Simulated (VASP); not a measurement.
The system is ZrN.

```
Zr N
1.0
     0.00000    2.29427    2.29427
     2.29427    0.00000    2.29427
     2.29427    2.29427    0.00000
Zr N
1 1
Cartesian
  2.2943 2.2943 2.2943
  0.0000 0.0000 0.0000
```

The cell is a database's computed one.

| Item | Value |
| --- | --- |
| Program | VASP 6.6.1 |
| Task | relaxation of cell and atoms |
| Functional | PBEsol |
| Potentials or basis | VASP PAW PBE potentials, release 64 (Zr_sv, N) |
| Cutoff | 600 eV |
| k mesh | 16 × 16 × 16 |
| Occupations | gaussian, width 0.1 eV |
| Spin | no spin polarisation |

At the start: pressure -5.9 GPa; volume 12.08 Å³/atom.

Problem. How do energy, volume and symmetry change on relaxing?

Solution. Over 4 steps the energy falls by 5.1 meV/atom and the volume is 11.80 Å³/atom (-2.3 %); space group Fm-3m (No. 225, to 0.05 Å).

The path:
```tsv
step	energy change (eV)	largest force (eV/Å)	pressure (GPa)	volume (Å³)
1	0.0000	0.0000	-5.85	24.15
2	0.0254	0.0000	12.28	22.64
3	-0.0102	0.0000	-0.07	23.61
4	-0.0102	0.0000	0.05	23.60
```

Final structure:
```yaml
crystal:
  lattice:
    - [0.00000, 2.27673, 2.27673]
    - [2.27673, 0.00000, 2.27673]
    - [2.27673, 2.27673, 0.00000]
  atoms:
    - { symbol: Zr, position: [0.50000, 0.50000, 0.50000] }
    - { symbol: N, position: [0.00000, 0.00000, 0.00000] }
```

Caveat: the PAW data sets were made with another functional, which shifts forces and pressure a little.
